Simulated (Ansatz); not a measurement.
**Al, hcp: geometry optimisation**

Method: DFT, RPBE, plane waves (420 eV) with PAW, scalar-relativistic (Ansatz 0.2.0). The PAW files were generated under PBE, with cores re-solved for the functional.

k-point mesh 13×13×7, Fermi-Dirac smearing 0.1 eV, no spin polarisation. Cell and atoms relax.

Starting structure:

```
CELL_PARAMETERS angstrom
2.86348 0.00000 0.00000
-1.43174 2.47985 0.00000
0.00000 0.00000 4.67607
ATOMIC_POSITIONS crystal
Al 0.33333 0.66667 0.25000
Al 0.66667 0.33333 0.75000
```

Problem. What cell does the relaxation end in?

Solution. P6_3/mmc with a = 2.897 Å, c = 4.660 Å (c/a = 1.609); 16.93 Å³ per atom against 16.60 at the start (2.0 %).

Problem. How much energy does the relaxation gain?

Solution. 1.6 meV per atom.
